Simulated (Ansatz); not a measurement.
# Direct or indirect: HfS2 sheet (P-3m1)

```
CELL_PARAMETERS angstrom
3.65255 0.00000 0.00000
-1.82627 3.16320 0.00000
0.00000 0.00000 17.89000
ATOMIC_POSITIONS crystal
Hf 0.00000 0.00000 0.50000
S 0.33333 0.66667 0.41922
S 0.66667 0.33333 0.58078
```

Method: Ansatz, PBE, independent particles, without spin-orbit coupling, line width 0.1 eV (Gaussian). The band structure gives a fundamental gap of 1.31 eV. The spectrum of vertical transitions near the edge:

| E (eV) | absorbance (%), E ∥ xy |
| --- | --- |
| 0.84 | 0.00 |
| 0.96 | 0.00 |
| 1.08 | 0.00 |
| 1.20 | 0.00 |
| 1.32 | 0.00 |
| 1.44 | 0.00 |
| 1.56 | 0.00 |
| 1.68 | 0.00 |
| 1.80 | 0.00 |
| 1.92 | 0.08 |
| 2.04 | 1.27 |
| 2.16 | 4.00 |
| 2.28 | 7.09 |
| 2.40 | 14.01 |
| 2.52 | 19.73 |
| 2.64 | 18.85 |
| 2.76 | 13.11 |
| 2.88 | 10.20 |
| 3.00 | 8.19 |
| 3.12 | 6.61 |
| 3.24 | 5.44 |
| 3.36 | 4.54 |

(1) Is the gap direct or indirect, and about where do vertical transitions set in?

## Answers

(1) Indirect, by the band path, whose least direct gap is 2.07 eV. The curves fit this: they stay near zero above 1.31 eV and rise only from about 2.1 eV, though a forbidden direct transition would look alike. Lines are broadened by 0.1 eV, which spreads the edge, and phonons, which would give weak absorption from the fundamental gap up, are left out.

Note: cells built here by substitution need not match a known phase.

[Logs are printed without paths, hosts, clocks, repeated set-up lines and the standing remarks that a program may print on its own settings, such as how far it seeks lower states.]
